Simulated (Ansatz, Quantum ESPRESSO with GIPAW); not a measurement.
# From a field gradient to a quadrupolar line: 17O in SiO2

A plane-wave PAW calculation (PBEsol, Ansatz) gives this electric field gradient, in 10²¹ V/m² and Cartesian axes, at one O site of SiO2 (atom 3; bridging Si-O-Si, 138°; site symmetry 2):

```
     -3.0781        0.0000        0.0000
      0.0000        3.0118       -7.3686
      0.0000       -7.3686        0.0663
```

17O has spin 5/2, Q = -0.02558 barn and |γ|/2π = 5.7742 MHz/T. The cell is the I-42d form of a database entry, static and at 0 K. 

**Task.** Find C_Q, η_Q and ν_Q, and the shift and width of the central transition under fast MAS at 11.7 T and 14.1 T.

1. The tensor is symmetric and traceless. Its eigenvalues, ordered by size, are V_xx = -3.0781, V_yy = -5.9753 and V_zz = 9.0534.

2. η_Q = (V_xx − V_yy)/V_zz = 0.320.

3. C_Q = eQV_zz/h. One unit of 10²¹ V/m² with one barn gives 24.18 MHz, so C_Q = 24.18 × −0.02558 × 9.0534 = -5.600 MHz. A spectrum shows its size, not its sign.

4. ν_Q = 3C_Q/[2I(2I−1)] = 0.840 MHz in size, and P_Q = |C_Q|√(1 + η²/3) = 5.694 MHz.

5. The resonances lie at ν0 = 67.56 and 81.42 MHz, so ν_Q/ν0 is 0.012 at most and second order holds. The centre of gravity moves by δ_Q = −(3/40)(P_Q/ν0)² F × 10⁶ ppm, with F = [I(I+1) − 3/4]/[I²(2I−1)²] = 0.08: -42.6 ppm at 11.7 T and -29.4 ppm at 14.1 T.

6. Summing the second-order term over orientations gives a full width of 98.0 ppm (6.6 kHz) and 67.5 ppm (5.5 kHz). In ppm both fall as 1/B²: (11.7/14.1)² = 0.689. The spinning rate must pass the static width for this shape to show cleanly.

[Banner, clock, file and message-heading lines were taken out of the pw.x and gipaw.x logs.]

[Logs are printed without paths, hosts, clocks, repeated set-up lines and the standing remarks that a program may print on its own settings, such as how far it seeks lower states.]

[Hosts, paths, dates, database ids (printed as entryN), source tags and the programs' standing remarks are cut or masked in the printed files.]
